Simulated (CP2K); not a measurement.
AlO: changing the dispersion correction

The structure is cubic, space group Pm-3m (No. 221). The conventional cell has a = 2.769 Å, b = 2.769 Å, c = 2.769 Å, α = 90.00°, β = 90.00°, γ = 90.00°. Al (site symmetry m-3m) has 8 O at 2.40 Å as nearest neighbours. O (site symmetry m-3m) has 8 Al at 2.40 Å as nearest neighbours.

The cell comes from a database or a generator and needn't be the stable form of this composition.

Kept alike: task single point; functional RPBE; k mesh 10 × 10 × 10; occupations fermi-dirac, width 0.05 eV; no spin polarisation. Program: CP2K, POTENTIAL_UZH Al GTH-PBE-q3, O GTH-PBE-q6; TZVP-MOLOPT-PBE-GTH basis. The mesh is that of the run's cell of 2 atoms. No spin-orbit coupling.

```csv
dispersion correction,pressure (GPa)
D3(zero),-0.63
D3(BJ),-15.95
D3(BJ)+ATM,-15.67
D4,-5.02
none,1.60
```

Pressure is positive in compression. For a metal such a mesh leaves the last digits unconverged. All rows use potentials made for PBE.

Task: What does the dispersion correction change here?

Result: The pressure runs from -15.95 (D3(BJ)) to 1.60 GPa (none). Dispersion terms mostly attract, so at fixed cell they lower the pressure.
